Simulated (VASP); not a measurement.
Here is a VASP 6.6.1 calculation.

INCAR

```
SYSTEM = In
PREC = Accurate
ENCUT = 520
EDIFF = 1E-6
ISMEAR = 0
SIGMA = 0.05
LREAL = .FALSE.
LASPH = .TRUE.
NELM = 80
ALGO = Normal
ISIF = 2
LWAVE = .FALSE.
LCHARG = .FALSE.
GGA = PE
NBANDS = 20
```

The input KPOINTS:

```
regular mesh
0
G
  8 8 4
  0 0 0
```

Contents of POSCAR:

```
In
1.0
    3.2894905452      0.0000000000      0.0000000000
   -1.6447452726      2.8487823777      0.0000000000
    0.0000000000      0.0000000000      5.9776011851
In
2
Direct
    0.3333333333      0.6666666667      0.7500000000
    0.6666666667      0.3333333333      0.2500000000
```

Potentials or basis: VASP PAW PBE potentials, release 64 (In_d).

The run is started by

```bash
$ cat potpaw_PBE.64/In_d/POTCAR > POTCAR
$ mpirun -np 1 vasp_std > vasp.out
```

Problem. Predict the pressure.

Solution. 0.0 GPa.

Problem. What does it give for the band gap on the k mesh?

Solution. None (metal or under the smearing width).

Stress tensor (GPa, compression positive):
```
-0.09  0.00  0.00
 0.00 -0.09  0.00
 0.00  0.00  0.09
```
